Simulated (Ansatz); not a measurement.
# Te2Pt (Moncheite) (P-3m1) in Ansatz: further runs

Aim: see how the results for Te2Pt (Moncheite) move with the level of theory and the settings. Levels: HSE06 form with a typed share of exact exchange, r2SCAN0. Tasks: single point.

All numbers are computed with Ansatz 0.2.0; they aren't measurements. Logs are shortened: lines on timing, memory, paths and dates and some standing lists are left out, and cuts for length are marked.

## 1. The structure

The structure is trigonal, space group P-3m1 (No. 164). Conventional cell: a = 4.010 Å, b = 4.010 Å, c = 5.201 Å, α = 90.00°, β = 90.00°, γ = 120.00°. Pt (site symmetry -3m) is surrounded by 6 Te at 2.66 Å. Te (site symmetry 3m) has 3 Pt at 2.66 Å as nearest neighbours.

## 2. Single point, HSE06 form with a typed share of exact exchange

File input:

```
crystal:
  lattice:
    - [4.01, 0.0, 0.0]
    - [-2.005, 3.4727618692, 0.0]
    - [0.0, 0.0, 5.201]
  atoms:
    - { symbol: Pt, position: [0.0, 0.0, 0.0] }
    - { symbol: Te, position: [0.6666666667, 0.3333333333, 0.75] }
    - { symbol: Te, position: [0.3333333333, 0.6666666667, 0.25] }
hamiltonian:
  xc: { exchange: pbe, correlation: pbe, exx: { coeff: 0.25, omega: 0.4 } }
  pseudopotentials: { kind: paw }
kpoints:
  mp_grid: { grid: [4, 4, 3] }
scf:
  occupations: { method: fermi_dirac, width: 0.05 }
output:
  forces: true
  stress: true
  eigenvalues: true
```

Potentials or basis: Ansatz PAW.

Standard output:

```text
Warning: output.stress: scf.convergence.dr2_threshold = 1e-7 eV (the SCF's general default) is looser than the 3e-10 eV advised for a printed stress (1e-10 eV for each atom of the cell: 3). What an SCF threshold leaves in a stress goes as its square root, and in the free energy as the threshold itself, and one threshold admits the most on a small cell: of the crystals measured, under no hybrid functional and no lock of the moments, on runs that ended without the residual-converged pass, on stresses that held no estimate of that error, the worst erred by over 100 MPa in a component at 1e-7 eV an atom and by under 5 at 1e-10. Set scf.convergence.dr2_threshold to 3e-10 eV or tighter. The threshold is an SCF's pass mark: one that does not reach it within its budget of iterations ends unconverged, or closes short of it on a stop that the run arms, and scf.convergence.dr2_threshold's page says what that costs each kind of run
Warning: output.stress: scf.exx.energy_threshold = 1e-6 eV is looser than the 3e-8 eV advised for a stress under a hybrid functional (1e-8 eV for each atom of the cell: 3). Every SCF of the exchange loop can meet its threshold on dr2 while the loop round them stops early: no threshold on dr2 bounds what that leaves in the stress. Set scf.exx.energy_threshold to 3e-8 eV or tighter. The threshold is the loop's pass mark: a loop that does not reach it within its budget of cycles ends unconverged, and scf.exx.energy_threshold's page has the law
GPUs: using 1 of 1 available (devices: 1).
Engine: ansatz 0.2.0, x86_64-unknown-linux-gnu
Pseudopotentials: kind: paw
Pseudopotential: Pt, paw, valence charge 18, recommended cutoff 420 eV (normal), Pt.paw.azcp
Pseudopotential: Te, paw, valence charge 16, recommended cutoff 420 eV (normal), Te.paw.azcp
Functional definition: unnamed
  parameter a_1 = 0.25
  parameter omega_1 = 0.4/angstrom
  exchange = pbe_x + (-a_1)*pbe_x_sr(omega_1) + a_1*exact_x_sr(omega_1)
  correlation = pbe_c
device memory: the entry about to start is reckoned to put 0.7 GiB on a device that reports 66.4 GiB free (of which the cap on the GPU budget leaves the run 18.0 GiB)
GPU FFT provider: cuFFT
GPU libraries: cuBLAS 13.8.2, cuFFT 12.4.0, cuSOLVER 12.3.4
Crystal: 3 atoms, lattice volume = 72.428 Å³
Basis set: ecut = 420 eV, 1409 PW (Γ), exchange–correlation on 54×54×72 points (8 copies of the dense FFT grid, shifted against one another)
Bands: 30, of which v1, the nominal top of the filled ones, is band 25 counted from 1 (24 counted from 0)
Symmetry: 12 space group operations
Space group: P-3m1 (ITA 164), of the structure as read, at distance tolerance 4.2e-5 Å
k-points: 9 of 48
Non-local potential: Pt, projectors of the file, l = 0: 3, l = 1: 2, l = 2: 2, l = 3: 1
Non-local potential: Te, projectors of the file, l = 0: 2, l = 1: 2, l = 2: 2, l = 3: 2
PAW form: soft (Blöchl's): semilocal exchange-correlation on the pseudo side does not see the compensation charge
PAW frozen core: Pt, regenerated for the run's functional, and the local potential with it (the file was generated under x = pbe(κ = 0.804, μ = 0.2195149727645171), c = pbe(β = 0.06672455060314922))
PAW frozen core: Te, regenerated for the run's functional, and the local potential with it (the file was generated under x = pbe(κ = 0.804, μ = 0.2195149727645171), c = pbe(β = 0.06672455060314922))
PAW one-centre angular grid: Pt, 590 points (default); XC on 64 Gauss nodes
PAW one-centre angular grid: Te, 590 points (default); XC on 64 Gauss nodes
Initial density: superposition of atomic densities (neutral atoms: chi_scale 0, normalization atom), corrected by the library's trained network
[... 49 lines left out ...]
SCF iter   4: F=—  HF=-26495.188520 eV  |F-HF|=—  |Δ(HF+E_count)|=   2.90e-8  Δρ=2.56e-6  dr2=6.45e-9  ethr=1.64e-10  ⟨swp⟩=3.8  Hψ=694  notcnv=0
SCF iter   5: F=-26495.188520 eV  HF=-26495.188520 eV  |F-HF|=1.60e-10  |Δ(HF+E_count)|=   2.72e-9  Δρ=6.91e-7  dr2=2.69e-10  ethr=1.22e-11  ⟨swp⟩=4.8  Hψ=761  notcnv=0  defer=1
SCF 3 converged in 5 iterations: F = -26495.188520 eV  dr2 = 2.69e-10
  Residual-converged pass: ⟨swp⟩=3.9  Hψ=738  notcnv=0  max |occ|·‖R‖ = 2.5e-7 eV (tolerance 2.7e-7 eV)  dr2=2.66e-10  dr2_onsite=2.99e-11  max |Δocc| = 1.5e-13
hybrid outer 2: dexx = +5.407e-7 eV, tail = 1.66e-8 eV, Δε = 1.80e-3 eV (about 4.61e-5 eV left of the loop's levels), ΔF = 5.41e-3 eV/Å (tail 6.58e-4)
hybrid SCF converged: 2 outer / 12 inner (+9 warm-up), last move |dexx| = 5.41e-7 eV, tail = 1.66e-8 eV
Stability not checked: this state was not tested for a lower state beside it, because the functional holds exact exchange (a hybrid, or Hartree-Fock), whose exchange loop this test does not read (fock_operator; see scf.lower_state_search)
Free energy (F): -26495.188520 eV
Frozen-core exchange: fock
Harris-Foulkes:  -26495.188520 eV  (|F-HF|=1.60e-10)
Internal energy: -26495.182167 eV  (E = F + TS)
E sigma→0 (E₀):  -26495.185343 eV
Entropy (-TS):   -0.006353 eV (-2.118 meV/atom)
Fermi energy:    14.159444 eV
--- Per-component energies (eV) ---
  E_band       = -781.057411
  E_kinetic    = 1003.393808
  E_local      = -4535.858287  (includes V_loc(G=0)·N_el)
  E_nonlocal   = -422.832125
  E_hartree    = 2416.768121
  E_xc         = -423.524650
  E_vxc        = -420.464821  (∫ρ·V_xc dr)
  E_exx        = -137.255869  (= α·E_x^exact, valence–valence)
  E_paw        = -18742.463059  (= ΣΔE_a)
  E_vpaw       = -964.319570  (= ΣTr[D̂ρ^β])
  E_aug_tail   = -0.000144  (compensation charges beyond the density's cutoff)
  E_ewald      = -5650.971506
  E_core_change = -2.438454  (= ΣΔE_core)
  E_smearing   = -0.006353  (= −TS)
  E_closure    = -0.000000  (closes the sum)
  Σ components = -26495.188520   (vs F -26495.188520, Δ=0.00e0)
--- Forces (eV/Å), atoms counted from 1 ---
  atom   1  Pt    -0.00000000    -0.00000000     0.00000000
  atom   2  Te     0.00000000    -0.00000000    -0.53877616
  atom   3  Te    -0.00000000     0.00000000     0.53877616
  max |Σ_I F_I| component: 4.04e-28 eV/Å
--- Stress (GPa, compression-positive) ---
        6.250192      -0.000000      -0.000000
       -0.000000       6.250192       0.000000
       -0.000000       0.000000       4.560248
  P = ⅓ Tr σ = 5.6869 GPa (56.869 kbar)
--- Band table (eV; the first three rows and the last of 9) ---
  k-point 0: bands = ["-89.5440", "-42.5204", "-42.5204", "-42.4247", "-26.0290", "-26.0290", "-26.0194", "-26.0194", "-26.0151", "-26.0151", "-26.0011", "-25.9966", "-25.9938", "-25.9938", "-1.4617", "2.4756", "6.4074", "7.2632", "7.2632", "9.2731", "9.2731", "10.7007", "13.3134", "13.3134", "15.2650", "15.2650", "15.5096", "16.8927", "18.9163", "20.2416"]
  k-point 1: bands = ["-89.5440", "-42.5204", "-42.5204", "-42.4248", "-26.0271", "-26.0271", "-26.0215", "-26.0215", "-26.0121", "-26.0121", "-25.9999", "-25.9976", "-25.9966", "-25.9966", "-0.9657", "1.1238", "7.3248", "7.3248", "7.9903", "9.2430", "9.2430", "11.0780", "12.8326", "12.8326", "13.4533", "16.1505", "16.1505", "17.7631", "19.5892", "19.5892"]
  k-point 2: bands = ["-89.5440", "-42.5214", "-42.5205", "-42.4244", "-26.0268", "-26.0261", "-26.0222", "-26.0182", "-26.0148", "-26.0146", "-25.9985", "-25.9982", "-25.9946", "-25.9930", "-0.7138", "2.0164", "7.1500", "7.6686", "7.7407", "8.6835", "9.0569", "9.9598", "11.1569", "11.8183", "12.9248", "15.5578", "16.2170", "17.9272", "20.2000", "20.9645"]
  k-point 8: bands = ["-89.5441", "-42.5219", "-42.5210", "-42.4241", "-26.0278", "-26.0239", "-26.0200", "-26.0172", "-26.0131", "-26.0107", "-26.0066", "-25.9975", "-25.9928", "-25.9923", "0.7444", "1.2711", "6.8360", "7.0559", "8.0630", "8.7375", "9.1024", "9.5792", "10.2674", "11.2224", "11.5345", "14.9972", "16.4074", "19.3213", "20.3765", "20.8983"]
```

It took 12 s on 1 × NVIDIA H100 80GB HBM3 with 2 threads of AMD EPYC 7R13 (Zen 3), shared host; peak memory 1.9 GiB.

What came out:

- Free energy: -26495.1885 eV
- Pressure: 5.7 GPa
- Largest force: 0.539 eV/Å
- Band gap on the k mesh: none (metal or under the smearing width)

Forces in eV/Å, atoms in the order of the input:
```
Pt   0.000  0.000  0.000
Te   0.000  0.000 -0.539
Te   0.000  0.000  0.539
```

Stress tensor (GPa, compression positive):
```
6.25 0.00 0.00
0.00 6.25 0.00
0.00 0.00 4.56
```

Levels at points of the mesh, in eV from the Fermi level:
```tsv
k point	band 21	band 22	band 23	band 24	band 25	band 26	band 27	band 28	band 29	band 30
(0.00, 0.00, 0.00)	-4.89	-3.46	-0.85	-0.85	1.11	1.11	1.35	2.73	4.76	6.08
(0.00, -0.50, 0.00)	-4.55	-4.40	-4.05	-3.92	-3.42	0.16	2.70	3.82	5.50	6.00
```

Caveat: the k mesh is coarse (spacing up to 0.45 Å⁻¹), so the values aren't converged, least of all with exact exchange; the PAW data sets come from PBE, with cores solved anew for the run's functional, which leaves a small shift of forces and pressure; the thresholds are loose for stress. Spin-orbit coupling is left out, which matters for the levels of Pt, Te.

## 3. Single point, HSE06 form with a typed share of exact exchange

input, as its differences from that of step 2:

```diff
@@ -10,3 +10,3 @@
 hamiltonian:
-  xc: { exchange: pbe, correlation: pbe, exx: { coeff: 0.25, omega: 0.4 } }
+  xc: { exchange: pbe, correlation: pbe, exx: { coeff: 0.25, omega: 0.6 } }
   pseudopotentials: { kind: paw }
@@ -20 +20,5 @@
   eigenvalues: true
+  write_density: true
+  write_potential: true
+  elf: true
+  volumetric_format: npy
```

Potentials or basis: Ansatz PAW.

Standard output:

```text
Warning: output.stress: scf.convergence.dr2_threshold = 1e-7 eV (the SCF's general default) is looser than the 3e-10 eV advised for a printed stress (1e-10 eV for each atom of the cell: 3). What an SCF threshold leaves in a stress goes as its square root, and in the free energy as the threshold itself, and one threshold admits the most on a small cell: of the crystals measured, under no hybrid functional and no lock of the moments, on runs that ended without the residual-converged pass, on stresses that held no estimate of that error, the worst erred by over 100 MPa in a component at 1e-7 eV an atom and by under 5 at 1e-10. Set scf.convergence.dr2_threshold to 3e-10 eV or tighter. The threshold is an SCF's pass mark: one that does not reach it within its budget of iterations ends unconverged, or closes short of it on a stop that the run arms, and scf.convergence.dr2_threshold's page says what that costs each kind of run
Warning: output.stress: scf.exx.energy_threshold = 1e-6 eV is looser than the 3e-8 eV advised for a stress under a hybrid functional (1e-8 eV for each atom of the cell: 3). Every SCF of the exchange loop can meet its threshold on dr2 while the loop round them stops early: no threshold on dr2 bounds what that leaves in the stress. Set scf.exx.energy_threshold to 3e-8 eV or tighter. The threshold is the loop's pass mark: a loop that does not reach it within its budget of cycles ends unconverged, and scf.exx.energy_threshold's page has the law
GPUs: using 1 of 1 available (devices: 1).
Engine: ansatz 0.2.0, x86_64-unknown-linux-gnu
Pseudopotentials: kind: paw
Pseudopotential: Pt, paw, valence charge 18, recommended cutoff 420 eV (normal), Pt.paw.azcp
Pseudopotential: Te, paw, valence charge 16, recommended cutoff 420 eV (normal), Te.paw.azcp
Functional definition: unnamed
[... 99 lines left out ...]
  Σ components = -26494.918255   (vs F -26494.918255, Δ=-3.64e-12)
--- Forces (eV/Å), atoms counted from 1 ---
  atom   1  Pt    -0.00000000     0.00000000     0.00000000
  atom   2  Te     0.00000000    -0.00000000    -0.61636031
  atom   3  Te     0.00000000     0.00000000     0.61636031
  max |Σ_I F_I| component: 1.16e-18 eV/Å
--- Stress (GPa, compression-positive) ---
        7.217402      -0.000000      -0.000000
        0.000000       7.217402       0.000000
       -0.000000       0.000000       5.181957
  P = ⅓ Tr σ = 6.5389 GPa (65.389 kbar)
--- Band table (eV; the first three rows and the last of 9) ---
  k-point 0: bands = ["-89.1119", "-42.1111", "-42.1111", "-42.0183", "-25.6552", "-25.6552", "-25.6449", "-25.6449", "-25.6416", "-25.6416", "-25.6295", "-25.6255", "-25.6221", "-25.6221", "-1.0302", "2.7680", "6.6904", "7.5120", "7.5120", "9.5166", "9.5166", "10.8981", "13.3979", "13.3979", "15.2583", "15.2583", "15.5018", "16.8613", "18.7997", "20.1472"]
  k-point 1: bands = ["-89.1119", "-42.1111", "-42.1111", "-42.0183", "-25.6529", "-25.6529", "-25.6470", "-25.6470", "-25.6394", "-25.6394", "-25.6285", "-25.6264", "-25.6246", "-25.6246", "-0.5515", "1.4769", "7.5717", "7.5717", "8.2391", "9.4881", "9.4881", "11.2297", "12.9204", "12.9204", "13.4975", "16.1239", "16.1239", "17.7124", "19.5178", "19.5178"]
  k-point 2: bands = ["-89.1119", "-42.1131", "-42.1116", "-42.0181", "-25.6532", "-25.6520", "-25.6479", "-25.6439", "-25.6417", "-25.6412", "-25.6269", "-25.6267", "-25.6233", "-25.6213", "-0.3052", "2.3283", "7.4113", "7.9039", "7.9883", "8.8882", "9.3065", "10.1603", "11.3355", "11.9497", "12.9920", "15.5336", "16.1786", "17.8569", "20.0835", "20.8640"]
  k-point 8: bands = ["-89.1120", "-42.1143", "-42.1129", "-42.0179", "-25.6536", "-25.6500", "-25.6459", "-25.6430", "-25.6402", "-25.6381", "-25.6342", "-25.6255", "-25.6216", "-25.6212", "1.1013", "1.6088", "7.0886", "7.3190", "8.2781", "8.9642", "9.3136", "9.8281", "10.4633", "11.3608", "11.6788", "14.9784", "16.3599", "19.2017", "20.2814", "20.8012"]
```

rho_z.tsv:

```text
# z_ang	rho[e/angstrom^3]
# format = ansatz-planar-average/11
# lattice	4.010000000	0.000000000	0.000000000
# lattice	-2.005000000	3.472761869	0.000000000
# lattice	0.000000000	0.000000000	5.201000000
# sites	3
# site	78	0.000000000	0.000000000	0.000000000
# site	52	2.005000000	1.157587290	3.900750000
# site	52	0.000000000	2.315174579	1.300250000
0.000000	1.244525e0
0.144472	1.189766e0
0.288944	1.047649e0
0.433417	8.649330e-1
0.577889	7.057087e-1
0.722361	6.498246e-1
[... 28 lines left out ...]
4.912056	1.047649e0
5.056528	1.189766e0
```

v_z.tsv:

```text
# z_ang	v_es[eV]	v_tot[eV]
# format = ansatz-planar-average/11
# xc	{"exchange":"pbe","correlation":"pbe","exx":{"coeff":0.25,"omega":0.6}}
# density_cutoff_ev	1680
# datasets	Pt=:simpson_from_first_knot:soft:fock:shift=0	Te=:simpson_from_first_knot:soft:fock:shift=0
# lattice	4.010000000	0.000000000	0.000000000
# lattice	-2.005000000	3.472761869	0.000000000
# lattice	0.000000000	0.000000000	5.201000000
# sites	3
# site	78	0.000000000	0.000000000	0.000000000
# site	52	2.005000000	1.157587290	3.900750000
# site	52	0.000000000	2.315174579	1.300250000
0.000000	1.816866e0	-9.552020e0
0.144472	2.020893e0	-9.296076e0
0.288944	2.464005e0	-8.707149e0
0.433417	3.146582e0	-7.806191e0
0.577889	4.472716e0	-6.239166e0
0.722361	6.585536e0	-3.932946e0
[... 28 lines left out ...]
4.912056	2.464005e0	-8.707149e0
5.056528	2.020893e0	-9.296076e0
```

Run time: 9.8 s. Hardware: 1 × NVIDIA H100 80GB HBM3 with 2 threads of AMD EPYC 7R13 (Zen 3), shared host; peak memory 1.9 GiB.

Results:

* Free energy: -26494.9183 eV
* Pressure: 6.5 GPa
* Largest force: 0.616 eV/Å
* Band gap on the k mesh: none (metal or under the smearing width)

Forces on the atoms (eV/Å):
```
Pt   0.000  0.000  0.000
Te   0.000  0.000 -0.616
Te   0.000  0.000  0.616
```

Levels at points of the mesh, in eV from the Fermi level:
```
            k point  band 21  band 22  band 23  band 24  band 25  band 26  band 27  band 28  band 29  band 30
 (0.00, 0.00, 0.00)    -4.64    -3.25    -0.75    -0.75     1.11     1.11     1.35     2.71     4.65     5.99
(0.00, -0.50, 0.00)    -4.30    -4.23    -3.88    -3.77    -3.27     0.16     2.65     3.76     5.43     5.90
```

Caveat: the k mesh is coarse (spacing up to 0.45 Å⁻¹), so the values aren't converged, least of all with exact exchange; the PAW data sets come from PBE, with cores solved anew for the run's functional, which leaves a small shift of forces and pressure; the thresholds are loose for stress.

## 4. Single point, r2SCAN0

input, as its differences from that of step 3:

```diff
@@ -10,3 +10,3 @@
 hamiltonian:
-  xc: { exchange: pbe, correlation: pbe, exx: { coeff: 0.25, omega: 0.6 } }
+  xc: r2scan0
   pseudopotentials: { kind: paw }
@@ -20,5 +20 @@
   eigenvalues: true
-  write_density: true
-  write_potential: true
-  elf: true
-  volumetric_format: npy
```

Run time: 17 s. Hardware: 1 × NVIDIA H100 80GB HBM3 with 2 threads of AMD EPYC 7R13 (Zen 3), shared host; peak memory 2.1 GiB.

The run converged. Its results:

| Item | Value |
| --- | --- |
| Free energy | -26524.2691 eV |
| Pressure | 4.0 GPa |
| Largest force | 0.341 eV/Å |
| Band gap on the k mesh | none (metal or under the smearing width) |

Forces in eV/Å, atoms in the order of the input:
```
Pt   0.000  0.000  0.000
Te   0.000  0.000 -0.341
Te   0.000  0.000  0.341
```

Levels at points of the mesh, in eV from the Fermi level:
| k point | band 23 | band 24 | band 25 | band 26 | band 27 | band 28 |
| --- | --- | --- | --- | --- | --- | --- |
| (0.00, 0.00, 0.00) | -1.70 | -1.70 | 1.10 | 1.10 | 1.35 | 3.04 |
| (0.00, -0.50, 0.00) | -5.16 | -4.99 | -4.50 | 0.23 | 2.94 | 4.14 |

Caveat: the k mesh is coarse (spacing up to 0.45 Å⁻¹), so the values aren't converged, least of all with exact exchange; the PAW data sets come from PBE, with cores solved anew for the run's functional, which leaves a small shift of forces and pressure; the thresholds are loose for stress. The run has no spin-orbit coupling, so splittings on Pt, Te are missing.

## 5. The runs side by side

```tsv
level	cutoff (eV)	screening (1/Å)	share of exact exchange	gap on the mesh (eV)	pressure (GPa)	largest force (eV/Å)
HSE06 form with a typed share of exact exchange	420	0.4	0.25	none	5.7	0.54
HSE06 form with a typed share of exact exchange	420	0.6	0.25	none	6.5	0.62
r2SCAN0	500	-	-	none	4.0	0.34
```

Alike in all rows: task single point; potentials or basis Ansatz PAW; no spin polarisation; cell as given; k mesh 4 × 4 × 3; smearing fermi-dirac 0.05 eV; the mesh is coarse, so values aren't converged.

Caveats: all runs use coarse meshes; the PAW data sets come from PBE, with cores solved anew for the run's functional, which leaves a small shift of forces and pressure; the thresholds are loose for stress.

Absolute energies hang on the potentials; compare differences alone.
